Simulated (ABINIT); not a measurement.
# Ga (I4/mmm) in ABINIT: further runs, part 2 of 2

ABINIT 10.8.3 (patched build). Earlier steps stand in the parts before.

## Step 4: Relaxation of cell and atoms, r2SCAN

run.abi reads:

```
# Pseudopotentials
pp_dirpath "./"
pseudos "Ga.GGA_PBE-JTH.xml"

# Structure
acell 5.723991116 5.723991116 5.723991116
rprim
    -0.4570472550     0.4570472550     0.7630305455
     0.4570472550    -0.4570472550     0.7630305455
     0.4570472550     0.4570472550    -0.7630305455
ntypat 1
znucl 31
natom 1
typat 1
xred
     0.0000000000     0.0000000000     0.0000000000
chkprim 0
chksymtnons 0
tolsym 1.0e-6

# Plane-wave basis
ecut 544.227725 eV
pawecutdg 40.0

# k points
kptopt 1
ngkpt 11 11 11
nshiftk 1
shiftk 0.0 0.0 0.0

# Exchange and correlation
ixc -497498
usekden 1
pawxcdev 0

# Bands and occupations
nband 11
occopt 3
tsmear 0.05 eV

# SCF cycle
nstep 100
tolvrs 1.0e-7

# Output
iomode 3
prtwf 0
prtden 0
prteig 0
prtebands 0
enunit 1

# Relaxation
ionmov 2
ntime 60
tolmxf 0.0001
optcell 2
dilatmx 1.08
ecutsm 0.5
```

Potentials or basis: JTH PAW PBE v2.0.

Command:

```bash
> abinit run.abi > log 2>&1
```

run.abo:

```text
.Version 10.8.3 of ABINIT
 Symmetries : space group I4/m m m (#139); Bravais tI (body-center tetrag.)
================================================================================
 Values of the parameters that define the memory need of the present run
     intxc =       0    ionmov =       2      iscf =      17    lmnmax =      18
     lnmax =       6     mgfft =      27  mpssoang =       3    mqgrid =    3001
     natom =       1  nloc_mem =       2    nspden =       1   nspinor =       1
    nsppol =       1      nsym =      16    n1xccc =       1    ntypat =       1
    occopt =       3   xclevel =       2
       mpw =         652          nfft =       19683          nkpt =         126
 PAW method is used; the additional fine FFT grid is defined by:
   mgfftf=        36    nfftf =     46656
================================================================================
================================================================================

--------------------------------------------------------------------------------
[... 952 lines left out ...]
 Cartesian components of stress tensor (hartree/bohr^3)
  sigma(1 1)= -4.76924622E-07  sigma(3 2)=  0.00000000E+00
  sigma(2 2)= -4.76924622E-07  sigma(3 1)=  0.00000000E+00
  sigma(3 3)=  1.66155686E-07  sigma(2 1)=  0.00000000E+00

-Cartesian components of stress tensor (GPa)         [Pressure=  7.7249E-03 GPa]
- sigma(1 1)= -1.40316068E-02  sigma(3 2)=  0.00000000E+00
- sigma(2 2)= -1.40316068E-02  sigma(3 1)=  0.00000000E+00
- sigma(3 3)=  4.88846905E-03  sigma(2 1)=  0.00000000E+00

== END DATASET(S) ==============================================================
================================================================================

 -outvars: echo values of variables after computation  --------
            acell      5.7030343360E+00  5.7030343360E+00  5.7030343360E+00 Bohr
           etotal     -7.2165669426E+01
            fcart     -0.0000000000E+00 -0.0000000000E+00 -0.0000000000E+00
            rprim     -4.6409463314E-01  4.6409463314E-01  7.5447487896E-01
                       4.6409463314E-01 -4.6409463314E-01  7.5447487896E-01
                       4.6409463314E-01  4.6409463314E-01 -7.5447487896E-01
           strten     -4.7692462174E-07 -4.7692462173E-07  1.6615568578E-07
                       0.0000000000E+00  0.0000000000E+00  0.0000000000E+00
 Calculation completed.
```

It took 5.9 min on 1 thread of Intel Xeon 6975P-C (Granite Rapids), shared host; peak memory 0.13 GiB.

Results:

- Free energy: -1963.7279 eV
- Relaxed volume: 17.87 Å³/atom
- Relaxed cell: a = 3.018 Å, b = 3.018 Å, c = 3.018 Å, α = 124.70°, β = 124.70°, γ = 82.04°
- Space group after relaxing (to 0.05 Å): I4/mmm (No. 139)
- Energy gained by relaxing: 1.8 meV/atom
- Ionic steps: 8
- Pressure after relaxing: 0.0 GPa
- Band gap on the k mesh: none (metal or under the smearing width)
- Valence electrons inside the program's atomic spheres: Ga 11.00 (radii [1.1132] Å)

Step by step:
| step | energy change (eV) | largest force (eV/Å) | pressure (GPa) | volume (Å³) |
| --- | --- | --- | --- | --- |
| 1 | 0.0000 | 0.0000 | 0.82 | 17.72 |
| 2 | -0.0003 | 0.0000 | 0.64 | 17.76 |
| 3 | -0.0010 | 0.0000 | -0.17 | 17.98 |
| 4 | -0.0011 | 0.0000 | -0.24 | 18.00 |
| 5 | -0.0014 | 0.0000 | -0.56 | 18.06 |
| 6 | -0.0016 | 0.0000 | -0.48 | 18.02 |
| 7 | -0.0018 | 0.0000 | 0.05 | 17.85 |
| 8 | -0.0018 | 0.0000 | 0.01 | 17.87 |

Final structure:
```
CELL_PARAMETERS angstrom
-1.40060 1.40060 2.27694
1.40060 -1.40060 2.27694
1.40060 1.40060 -2.27694
ATOMIC_POSITIONS crystal
Ga 0.00000 0.00000 0.00000
```

Caveat: totals of a meta-GGA on PAW files have another zero than those of a GGA; the PAW data sets were made with another functional, which shifts forces and pressure a little.

## Step 5: The reference run

An earlier run on the cell as given: functional PBEsol; potentials or basis PseudoDojo NC SR PBEsol v0.4.1 standard; cutoff 1088 eV; k mesh 13 × 13 × 13; occupations fermi-dirac, width 0.05 eV; no spin polarisation.

* Pressure: -0.3 GPa
* Band gap on the k mesh: none (metal or under the smearing width)
* Valence electrons inside the program's atomic spheres: Ga 10.79 (radii [1.0584] Å)

## Step 6: Overview

```csv
task,level,potentials or basis,cell,k mesh,cutoff (eV),cell freedom (optcell),cutoff smearing ecutsm (Ha),optimiser (ionmov),force stop (Ha/bohr),fine-grid cutoff,gap on the mesh (eV),pressure (GPa),relaxed volume (Å³/atom)
relaxation of cell and atoms,LDA,JTH PAW LDA v2.0,relaxed,13 × 13 × 13,463,2,0.5,2,0.0001,925.187 eV,none,0.0,17.06
relaxation of cell and atoms,PBEsol,JTH PAW PBE v2.0,relaxed,13 × 13 × 13,463,2,0.5,2,0.0001,925.187 eV,none,0.0,17.64
relaxation of cell and atoms,r2SCAN,JTH PAW PBE v2.0,relaxed,11 × 11 × 11,544,2,0.5,2,0.0001,1088.46 eV,none,0.0,17.87
single point,PBEsol,PseudoDojo NC SR PBEsol v0.4.1 standard,as given,13 × 13 × 13,1088,-,-,-,-,-,none,-0.3,-
```

Alike in all rows: no spin polarisation; smearing fermi-dirac 0.05 eV.

Caveats: the PAW data sets were made with another functional, which shifts forces and pressure a little (some runs); totals of a meta-GGA on PAW files have another zero than those of a GGA (some runs).

Total energies depend on the potentials used, so only differences within one code and one set of settings carry meaning.
